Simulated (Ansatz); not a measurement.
## Calculated field gradients at the nuclei for Ge at a changed volume

The cell is an entry of the Crystallography Open Database (COD), relaxed with PBE at fixed cell and then changed (volume scaled by 0.96, ions relaxed).

Space group P4_32_12 (No. 96); a = 5.8499, c = 6.8857 Å.

```
site  Wyckoff  site symmetry       x       y       z
 Ge1       4a            ..2  0.0918  0.0918  0.0000
 Ge5       8b              1  0.1731  0.3681  0.2645
```

One atom of each set is listed.

The numbers come from a DFT calculation in Ansatz (PBE, plane waves and PAW, scalar-relativistic, 420 eV cutoff, Γ-centred 8×8×7 k-points, Fermi–Dirac smearing 0.02 eV).

C_Q = eQV_zz/h, which is 24.18 MHz for Q = 1 b and V_zz = 10²¹ V/m²; η = (V_xx − V_yy)/V_zz. ν_Q = 3|C_Q|/[2I(2I − 1)].

⁷³Ge: I = 9/2, Q = -196.0 mb. Quadrupole moments are those of Pyykkö's year-2017 table.

(1) Give the quadrupolar parameters of the distinct sites.

Answers

(1) 

```tsv
site	atoms	first shell	C_Q (MHz)	η	ν_Q (MHz)
Ge1	4	4 Ge at 2.46–2.48 Å	-20.0	0.87	0.833
Ge5	8	4 Ge at 2.46–2.49 Å	-29.3	0.88	1.22
```

At this changed cell the PBE pressure is 6 GPa.

The relaxation (3 steps) took 53 s of wall time (3.4 min of CPU time) and 1.7 GiB at its peak, on 4 threads of Intel Xeon 6975P-C (Granite Rapids) (x86_64; 16 cores open to the job, memory cap 8.0 GiB, no GPU), a shared host with a load of 0.6 a core.
